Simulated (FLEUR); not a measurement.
# C (P6_3/mmc) in FLEUR: further runs

One crystal, C, is run at these levels: PBE; tasks: band structure, equation of state.

The COD entry that gives the cell may itself be a prediction, so a difference from it is no test against experiment.

Program: FLEUR MaX-R8.1 (later development tree). These are calculated values, not measurements. Logs are shortened: lines on timing, memory, paths and dates and some standing lists are left out, and cuts for length are marked.

**1. The structure**

The structure is hexagonal, space group P6_3/mmc (No. 194). The conventional cell has a = 2.522 Å, b = 2.522 Å, c = 8.237 Å, α = 90.00°, β = 90.00°, γ = 120.00°. C (site symmetry 3m) is surrounded by 4 C at 1.54 Å. C (site symmetry 3m) has 4 C at 1.54 Å as nearest neighbours.

This is a hexagonal form of diamond, not graphite.

**2. Band structure, PBE**

inp.xml reads:

```xml
<?xml version="1.0" encoding="UTF-8" standalone="no"?>
<fleurInput fleurInputVersion="0.39">
   <comment>
      C                                                                                                   
   </comment>
   <calculationSetup>
      <cutoffs Kmax="4.5" Gmax="22.5" GmaxXC="22.5" numbands="0"/>
      <scfLoop itmax="60" minDistance="0.00001" maxIterBroyd="15" imix="Anderson" alpha="0.05" precondParam="0.0" spinf="2.0" sdNocoIR="T"/>
      <coreElectrons ctail="T" frcor="F" kcrel="0" coretail_lmax="0"/>
      <xcFunctional name="pbe" relativisticCorrections="F"/>
      <magnetism jspins="1"/>
      <soc l_soc="F" theta="0.0" phi="0.0" spav="F"/>
      <expertModes spex="0" secvar="F"/>
      <geometryOptimization l_f="F" forcealpha="1.0" forcemix="BFGS" epsdisp="0.00001" epsforce="0.00001"/>
      <ldaU l_linMix="F" mixParam="0.05" spinf="1.0"/>
   </calculationSetup>
   <cell>
      <bzIntegration valenceElectrons="32.0" mode="hist" fermiSmearingEnergy="0.00183747">
         <kPointListSelection listName="default-1"/>
         <!-- k-points included here -->
         <xi:include xmlns:xi="http://www.w3.org/2001/XInclude" href="kpts.xml"> </xi:include>
      </bzIntegration>
      <!-- symmetry operations included here -->
      <xi:include xmlns:xi="http://www.w3.org/2001/XInclude" href="sym.xml"> </xi:include>
      <bulkLattice scale="1.0">
         <bravaisMatrix>
            <row-1>    4.7660782588536597     0.0000000000000000     0.0000000000000000</row-1>
            <row-2>   -2.3830391294268298     4.1275448486208255     0.0000000000000000</row-2>
            <row-3>    0.0000000000000000     0.0000000000000000    15.5658630609426591</row-3>
         </bravaisMatrix>
      </bulkLattice>
   </cell>
   <atomSpecies>
      <species name="Carbon (C)" element="C" atomicNumber="6">
         <mtSphere radius="1.35" gridPoints="447" logIncrement="0.023"/>
         <atomicCutoffs lmax="5" lnonsphr="3"/>
         <electronConfig flipSpins="F">
            <coreConfig>(1s1/2)</coreConfig>
            <valenceConfig>(2s1/2) (2p1/2) (2p3/2)</valenceConfig>
            <stateOccupation state="(2p1/2)" spinUp="0.333333" spinDown="0.333333"/>
            <stateOccupation state="(2p3/2)" spinUp="0.666667" spinDown="0.666667"/>
         </electronConfig>
         <energyParameters s="2" p="2" d="3" f="4"/>
         <lo type="SCLO" l="0" n="2" eDeriv="2"/>
         <lo type="SCLO" l="1" n="2" eDeriv="2"/>
         <lo type="SCLO" l="2" n="3" eDeriv="2"/>
      </species>
   </atomSpecies>
   <atomGroups>
      <atomGroup species="Carbon (C)">
         <relPos label="                   1">-1.000/3.000 1.000/3.000 -5.000/32.000</relPos>
         <relPos label="                   2">1.000/3.000 -1.000/3.000 11.000/32.000</relPos>
         <relPos label="                   3">-1.000/3.000 1.000/3.000 -11.000/32.000</relPos>
         <relPos label="                   4">1.000/3.000 -1.000/3.000 5.000/32.000</relPos>
         <force calculate="T" relaxXYZ="TTT"/>
      </atomGroup>
      <atomGroup species="Carbon (C)">
         <relPos label="                   5">.0000000000 .0000000000 -3.000/32.000</relPos>
         <relPos label="                   6">.0000000000 .0000000000 13.000/32.000</relPos>
         <relPos label="                   7">.0000000000 .0000000000 -13.000/32.000</relPos>
         <relPos label="                   8">.0000000000 .0000000000 3.000/32.000</relPos>
         <force calculate="T" relaxXYZ="TTT"/>
      </atomGroup>
   </atomGroups>
   <output dos="F" band="F" slice="F">
      <checks vchk="F" cdinf="F"/>
      <bandDOS minEnergy="-.5*Htr" maxEnergy="0.5*Htr" sigma="0.015" storeEVData="T"/>
      <vacuumDOS vacdos="F" integ="F" star="F" nstars="0" locx1="0.0" locy1="0.0" locx2="0.0" locy2="0.0" nstm="0" tworkf="0.0"/>
      <unfoldingBand unfoldBand="F" supercellX="1" supercellY="1" supercellZ="1"/>
      <plotting iplot="0" polar="F">
         <plot TwoD="T" vec1="  1.0  0.0  0.0" vec2="  0.0  1.0  0.0" vec3="  0.0  0.0  1.0" zero="  0.0  0.0  0.0" file="plot"/>
      </plotting>
      <chargeDensitySlicing numkpt="0" minEigenval="0.0" maxEigenval="0.0" nnne="0" pallst="F"/>
      <specialOutput eonly="F"/>
      <moessbauerParams electricFieldGradient="T" isomerShift="T" coreHyperfine="T" valenceHyperfine="T"/>
      <magneticCircularDichroism mcd="F" energyLo="-10.0" energyUp="0.0"/>
   </output>
  <!-- We include the file relax.xml here to enable relaxations (see documentation) -->
  <xi:include xmlns:xi="http://www.w3.org/2001/XInclude" href="relax.xml"> <xi:fallback/> </xi:include>
</fleurInput>
```

crystal.txt reads:

```
C
&input cartesian=F /
2.5221000000  0.0000000000  0.0000000000
-1.2610500000  2.1842026709  0.0000000000
0.0000000000  0.0000000000  8.2371000000
1.8897261246
1.0 1.0 1.0

8
6 0.6666666667  0.3333333333  0.8437500000
6 0.3333333333  0.6666666667  0.3437500000
6 0.6666666667  0.3333333333  0.6562500000
6 0.3333333333  0.6666666667  0.1562500000
6 0.0000000000  0.0000000000  0.9062500000
6 0.0000000000  0.0000000000  0.4062500000
6 0.0000000000  0.0000000000  0.5937500000
6 0.0000000000  0.0000000000  0.0937500000

&kpt div1=12 div2=12 div3=4 gamma=T /
```

inp.xml (bands) reads:

```
<?xml version="1.0" encoding="UTF-8" standalone="no"?>
<fleurInput fleurInputVersion="0.39">
   <comment>
      C                                                                                                   
   </comment>
   <calculationSetup>
      <cutoffs Kmax="4.5" Gmax="22.5" GmaxXC="22.5" numbands="0"/>
      <scfLoop itmax="60" minDistance="0.00001" maxIterBroyd="15" imix="Anderson" alpha="0.05" precondParam="0.0" spinf="2.0" sdNocoIR="T"/>
      <coreElectrons ctail="T" frcor="F" kcrel="0" coretail_lmax="0"/>
      <xcFunctional name="pbe" relativisticCorrections="F"/>
      <magnetism jspins="1"/>
      <soc l_soc="F" theta="0.0" phi="0.0" spav="F"/>
      <expertModes spex="0" secvar="F"/>
      <geometryOptimization l_f="F" forcealpha="1.0" forcemix="BFGS" epsdisp="0.00001" epsforce="0.00001"/>
      <ldaU l_linMix="F" mixParam="0.05" spinf="1.0"/>
   </calculationSetup>
   <cell>
      <bzIntegration valenceElectrons="32.0" mode="hist" fermiSmearingEnergy="0.00183747">
         <kPointListSelection listName="path-1"/>
         <!-- k-points included here -->
         <xi:include xmlns:xi="http://www.w3.org/2001/XInclude" href="kpts.xml"> </xi:include>
      </bzIntegration>
      <!-- symmetry operations included here -->
      <xi:include xmlns:xi="http://www.w3.org/2001/XInclude" href="sym.xml"> </xi:include>
      <bulkLattice scale="1.0">
         <bravaisMatrix>
            <row-1>    4.7660782588536597     0.0000000000000000     0.0000000000000000</row-1>
            <row-2>   -2.3830391294268298     4.1275448486208255     0.0000000000000000</row-2>
            <row-3>    0.0000000000000000     0.0000000000000000    15.5658630609426591</row-3>
         </bravaisMatrix>
      </bulkLattice>
   </cell>
   <atomSpecies>
      <species name="Carbon (C)" element="C" atomicNumber="6">
         <mtSphere radius="1.35" gridPoints="447" logIncrement="0.023"/>
         <atomicCutoffs lmax="5" lnonsphr="3"/>
         <electronConfig flipSpins="F">
            <coreConfig>(1s1/2)</coreConfig>
            <valenceConfig>(2s1/2) (2p1/2) (2p3/2)</valenceConfig>
            <stateOccupation state="(2p1/2)" spinUp="0.333333" spinDown="0.333333"/>
            <stateOccupation state="(2p3/2)" spinUp="0.666667" spinDown="0.666667"/>
         </electronConfig>
         <energyParameters s="2" p="2" d="3" f="4"/>
         <lo type="SCLO" l="0" n="2" eDeriv="2"/>
         <lo type="SCLO" l="1" n="2" eDeriv="2"/>
         <lo type="SCLO" l="2" n="3" eDeriv="2"/>
      </species>
   </atomSpecies>
   <atomGroups>
      <atomGroup species="Carbon (C)">
         <relPos label="                   1">-1.000/3.000 1.000/3.000 -5.000/32.000</relPos>
         <relPos label="                   2">1.000/3.000 -1.000/3.000 11.000/32.000</relPos>
         <relPos label="                   3">-1.000/3.000 1.000/3.000 -11.000/32.000</relPos>
         <relPos label="                   4">1.000/3.000 -1.000/3.000 5.000/32.000</relPos>
         <force calculate="T" relaxXYZ="TTT"/>
      </atomGroup>
      <atomGroup species="Carbon (C)">
         <relPos label="                   5">.0000000000 .0000000000 -3.000/32.000</relPos>
         <relPos label="                   6">.0000000000 .0000000000 13.000/32.000</relPos>
         <relPos label="                   7">.0000000000 .0000000000 -13.000/32.000</relPos>
         <relPos label="                   8">.0000000000 .0000000000 3.000/32.000</relPos>
         <force calculate="T" relaxXYZ="TTT"/>
      </atomGroup>
   </atomGroups>
   <output dos="F" band="T" slice="F">
      <checks vchk="F" cdinf="F"/>
      <bandDOS minEnergy="-.5*Htr" maxEnergy="0.5*Htr" sigma="0.015" storeEVData="T"/>
      <vacuumDOS vacdos="F" integ="F" star="F" nstars="0" locx1="0.0" locy1="0.0" locx2="0.0" locy2="0.0" nstm="0" tworkf="0.0"/>
      <unfoldingBand unfoldBand="F" supercellX="1" supercellY="1" supercellZ="1"/>
      <plotting iplot="0" polar="F">
         <plot TwoD="T" vec1="  1.0  0.0  0.0" vec2="  0.0  1.0  0.0" vec3="  0.0  0.0  1.0" zero="  0.0  0.0  0.0" file="plot"/>
      </plotting>
      <chargeDensitySlicing numkpt="0" minEigenval="0.0" maxEigenval="0.0" nnne="0" pallst="F"/>
      <specialOutput eonly="F"/>
      <moessbauerParams electricFieldGradient="T" isomerShift="T" coreHyperfine="T" valenceHyperfine="T"/>
      <magneticCircularDichroism mcd="F" energyLo="-10.0" energyUp="0.0"/>
   </output>
  <!-- We include the file relax.xml here to enable relaxations (see documentation) -->
  <xi:include xmlns:xi="http://www.w3.org/2001/XInclude" href="relax.xml"> <xi:fallback/> </xi:include>
</fleurInput>
```

Potentials or basis: all-electron, FLAPW.

Run with:

```console
> inpgen -f crystal.txt -profile moderate
> # inp.xml edited to the form shown
> fleur_MPI
> fleur_MPI   # second run, on inp.xml (bands)
```

Log:

```text
Welcome to FLEUR        (www.flapw.de)
      MaX-Release 8.1          (www.max-centre.eu)

 ========== k-point set info ==========
 Selected k-point list: default-1
 k-point list type: mesh
 12 x 12 x 4
 Number of k points: 57

 ------------Calculation Setup---------------------------
 Number of MPI-tasks      :            1
 Number of PE/node        :            1
 Number of OMP-threads    :            1
 Most efficient MPI parallelization for:
           1           3          19          57
 Additional eigenvalue parallelization possible
 Number of basis functions:          608
 Approximate size of matrices (H+S) per k-point:         0.006 GB
 --------------------------------------------------------
 Iteration:     1   Distance:      25.45330848 me/bohr^3
 Iteration:     2   Distance:      23.99046966 me/bohr^3
 Iteration:     3   Distance:       3.67153876 me/bohr^3
 Iteration:     4   Distance:       1.99462426 me/bohr^3
 Iteration:     5   Distance:       0.33893498 me/bohr^3
 Iteration:     6   Distance:       0.18962096 me/bohr^3
 Iteration:     7   Distance:       0.17388982 me/bohr^3
 Iteration:     8   Distance:       0.01858337 me/bohr^3
 Iteration:     9   Distance:       0.02113371 me/bohr^3
 Iteration:    10   Distance:       0.01632348 me/bohr^3
 Iteration:    11   Distance:       0.00032692 me/bohr^3
 Iteration:    12   Distance:       0.00015240 me/bohr^3
 Iteration:    13   Distance:       0.00002571 me/bohr^3
 Iteration:    14   Distance:       0.00000825 me/bohr^3

 ********************************************************************
 Run finished successfully
 Stop message:
   all done
 ********************************************************************
```

output (bands):

```text
Welcome to FLEUR        (www.flapw.de)
      MaX-Release 8.1          (www.max-centre.eu)

 ========== k-point set info ==========
 Selected k-point list: path-1
 k-point list type: path
 Number of k points: 60

 ------------Calculation Setup---------------------------
 Number of MPI-tasks      :            1
 Number of PE/node        :            1
 Number of OMP-threads    :            1
 Most efficient MPI parallelization for:
           1           2           3           4           5           6          10          12          15          20          30          60
 Additional eigenvalue parallelization possible
 Number of basis functions:          608
 Approximate size of matrices (H+S) per k-point:         0.006 GB
 --------------------------------------------------------
 Fermi energy correction for insulators:
 No automatic correction of the Fermi energy has been performed.

 Note: Band structure data (together with different weights) is also stored in the banddos.hdf file.
       A convenient way of extracting and plotting the data from that file is by making use of the

 ********************************************************************
 Run finished successfully
 Stop message:
   Charge density postprocessing done.
 ********************************************************************
```

out.xml (last iteration):

```text
<iteration numberForCurrentRun="   14" overallNumber="   14">
         <energyParameters units="Htr">
            <atomicEP atomType="1" spin="1" branch="2s" branchLowest="-9.30" branchHighest="2.78" value="-0.2593064752"/>
            <atomicEP atomType="1" spin="1" branch="2p" branchLowest="-9.99" branchHighest="2.34" value="-0.0621962027"/>
            <atomicEP atomType="1" spin="1" branch="3d" branchLowest="-9.99" branchHighest="6.96" value="0.1412672008"/>
            <atomicEP atomType="1" spin="1" branch="4f" branchLowest="-9.99" branchHighest="11.64" value="0.3010820187"/>
            <loAtomicEP atomType="1" spin="1" branch="2s" branchLowest="-9.30" branchHighest="2.78" value="-0.2593064752"/>
            <loAtomicEP atomType="1" spin="1" branch="2p" branchLowest="-9.99" branchHighest="2.34" value="-0.0622093203"/>
            <loAtomicEP atomType="1" spin="1" branch="3d" branchLowest="-9.99" branchHighest="6.96" value="0.1412690711"/>
            <atomicEP atomType="2" spin="1" branch="2s" branchLowest="-9.30" branchHighest="2.78" value="-0.2588369192"/>
            <atomicEP atomType="2" spin="1" branch="2p" branchLowest="-9.99" branchHighest="2.34" value="-0.0617087478"/>
            <atomicEP atomType="2" spin="1" branch="3d" branchLowest="-9.99" branchHighest="6.96" value="0.1417672170"/>
            <atomicEP atomType="2" spin="1" branch="4f" branchLowest="-9.99" branchHighest="11.64" value="0.3015821908"/>
            <loAtomicEP atomType="2" spin="1" branch="2s" branchLowest="-9.30" branchHighest="2.78" value="-0.2588369192"/>
            <loAtomicEP atomType="2" spin="1" branch="2p" branchLowest="-9.99" branchHighest="2.34" value="-0.0617218731"/>
            <loAtomicEP atomType="2" spin="1" branch="3d" branchLowest="-9.99" branchHighest="6.96" value="0.1417690839"/>
         </energyParameters>
         <eigenvalues>
            <eigenvaluesAt spin="1" ikpt="1" k_x="0.00000000" k_y="0.00000000" k_z="0.00000000">
                      -0.3266864142       -0.2644153698       -0.2625692118       -0.1132236765       -0.0287484891
[... 58 lines left out ...]
            </electricFieldGradient>
            <electricFieldGradient atomType="2" VXX="0.00058" VYY="0.00058" VZZ="-0.00115" asymParam="0.00000">
            </electricFieldGradient>
         </moessbauerParams>
         <totalEnergy                                    value="     -304.7655006886" units="Htr">
            <sumOfEigenvalues                            value="     -144.6102470504">
               <coreElectrons value="-148.8879525438"/>
               <valenceElectrons value="4.2777054935"/>
            </sumOfEigenvalues>
            <densityCoulombPotentialIntegral value="-392.5327296466"/>
            <densityEffectivePotentialIntegral value="-448.3692713280"/>
            <chargeDenXCDenIntegral value="-43.4340772187"/>
            <FockExchangeEnergyValence value="0.0000000000"/>
            <FockExchangeEnergyCore value="0.0000000000"/>
            <atomTypeDependentContributions atomType="1">
               <electronNucleiInteractionDifferentMTs value="166.7562446339"/>
               <MadelungTerm value="-17.6568558678"/>
            </atomTypeDependentContributions>
            <atomTypeDependentContributions atomType="2">
               <electronNucleiInteractionDifferentMTs value="166.7402081968"/>
               <MadelungTerm value="-17.6707742257"/>
            </atomTypeDependentContributions>
            <tkbTimesEntropy value="0.0000000000"/>
            <freeEnergy value="-304.7655006886"/>
            <extrapolationTo0K value="-304.7655006886"/>
         </totalEnergy>
         <densityConvergence units="me/bohr^3">
            <chargeDensity spin="1" distance="0.0000082523"/>
         </densityConvergence>
      </iteration>
```

Run time: 79 s. Hardware: 1 thread of Arm Neoverse V1, shared host; peak memory 0.1 GiB.

What came out:

- Free energy: -8293.0918 eV
- Band gap on the k mesh: 4.41 eV, indirect (least direct gap 5.22 eV)
- Band gap along the path: 4.42 eV, indirect (least direct gap 5.22 eV)
- Valence electrons inside the program's atomic spheres: C 2.09 (radii C 1.35 bohr)

Levels at the corners of the path, in eV from the valence-band top:
```tsv
point	band 13	band 14	band 15	band 16	band 17	band 18	band 19	band 20
Γ	-1.72	-0.23	0.00	0.00	5.22	5.22	5.73	7.02
M	-4.99	-4.54	-3.69	-2.92	4.46	5.60	5.86	6.01
K	-7.12	-5.65	-5.65	-4.01	6.29	6.29	7.90	8.46
Γ	-1.72	-0.23	0.00	0.00	5.22	5.22	5.73	7.02
A	-0.67	-0.67	-0.67	-0.67	6.00	6.00	6.00	6.00
L	-4.72	-4.72	-3.65	-3.65	4.81	4.81	7.11	7.11
H	-5.35	-5.35	-5.09	-5.09	5.23	5.23	9.77	9.77
A	-0.67	-0.67	-0.67	-0.67	6.00	6.00	6.00	6.00
L	-4.72	-4.72	-3.65	-3.65	4.81	4.81	7.11	7.11
M	-4.99	-4.54	-3.69	-2.92	4.46	5.60	5.86	6.01
K	-7.12	-5.65	-5.65	-4.01	6.29	6.29	7.90	8.46
H	-5.35	-5.35	-5.09	-5.09	5.23	5.23	9.77	9.77
```

Core levels (eV from the Fermi level):
| atom | levels |
| --- | --- |
| 1 C | 1s1/2 -266.0 |
| 2 C | 1s1/2 -266.0 |
| 3 C | 1s1/2 -266.0 |
| 4 C | 1s1/2 -266.0 |
| 5 C | 1s1/2 -266.0 |
| 6 C | 1s1/2 -266.0 |

Caveat: the plane-wave cutoff is short for the small spheres of the light atoms, so energies, forces and moduli aren't converged. A hybrid or GW would open this gap; PBE tends to underestimate it.

**3. Equation of state, PBE, 5.33 Å³/atom (volume scaled by 0.94)**

Edit inp.xml of step 2 so:

```diff
@@ -24,3 +24,3 @@
       <xi:include xmlns:xi="http://www.w3.org/2001/XInclude" href="sym.xml"> </xi:include>
-      <bulkLattice scale="1.0">
+      <bulkLattice scale="0.9795861087">
          <bravaisMatrix>
@@ -34,3 +34,3 @@
       <species name="Carbon (C)" element="C" atomicNumber="6">
-         <mtSphere radius="1.35" gridPoints="447" logIncrement="0.023"/>
+         <mtSphere radius="1.31" gridPoints="447" logIncrement="0.023"/>
          <atomicCutoffs lmax="5" lnonsphr="3"/>
```

Potentials or basis: all-electron, FLAPW.

Run with:

```console
> inpgen -f crystal.txt -profile moderate
> # inp.xml edited to the form shown
> fleur_MPI
```

Run time: 67 s. Hardware: 1 thread of Arm Neoverse V1, shared host; peak memory 0.1 GiB.

It converged, with:

```yaml
Free_energy: -8292.6515 eV
Band_gap_on_the_k_mesh: 4.56 eV, indirect (least direct gap 5.35 eV)
Valence_electrons_inside_the_program's_atomic_spheres: C 2.01 (radii C 1.31 bohr)
```

Caveat: the plane-wave cutoff is short for the small spheres of the light atoms, so energies, forces and moduli aren't converged.

**4. Equation of state, PBE, 5.45 Å³/atom (volume scaled by 0.96)**

Edit inp.xml of step 3 so:

```diff
@@ -24,3 +24,3 @@
       <xi:include xmlns:xi="http://www.w3.org/2001/XInclude" href="sym.xml"> </xi:include>
-      <bulkLattice scale="0.9795861087">
+      <bulkLattice scale="0.9864848297">
          <bravaisMatrix>
```

Run with:

```console
> inpgen -f crystal.txt -profile moderate
> # inp.xml edited to the form shown
> fleur_MPI
```

It took 68 s on 1 thread of Arm Neoverse V1, shared host; peak memory 0.1 GiB.

The run converged. Its results:

- Free energy: -8292.8390 eV
- Band gap on the k mesh: 4.51 eV, indirect (least direct gap 5.31 eV)
- Valence electrons inside the program's atomic spheres: C 1.99 (radii C 1.31 bohr)

Caveat: the plane-wave cutoff is short for the small spheres of the light atoms, so energies, forces and moduli aren't converged.

**5. Equation of state, PBE, 5.67 Å³/atom**

Edit inp.xml of step 4 so:

```diff
@@ -24,3 +24,3 @@
       <xi:include xmlns:xi="http://www.w3.org/2001/XInclude" href="sym.xml"> </xi:include>
-      <bulkLattice scale="0.9864848297">
+      <bulkLattice scale="1.0000000000">
          <bravaisMatrix>
```

Run with:

```console
> inpgen -f crystal.txt -profile moderate
> # inp.xml edited to the form shown
> fleur_MPI
```

Run time: 73 s. Hardware: 1 thread of Arm Neoverse V1, shared host; peak memory 0.1 GiB.

It converged, with:

| Quantity | Value |
| --- | --- |
| Free energy | -8293.0263 eV |
| Band gap on the k mesh | 4.41 eV, indirect (least direct gap 5.23 eV) |
| Valence electrons inside the program's atomic spheres | C 1.95 (radii C 1.31 bohr) |

Caveat: the plane-wave cutoff is short for the small spheres of the light atoms, so energies, forces and moduli aren't converged.

(Part 1 of 2 ends here.)
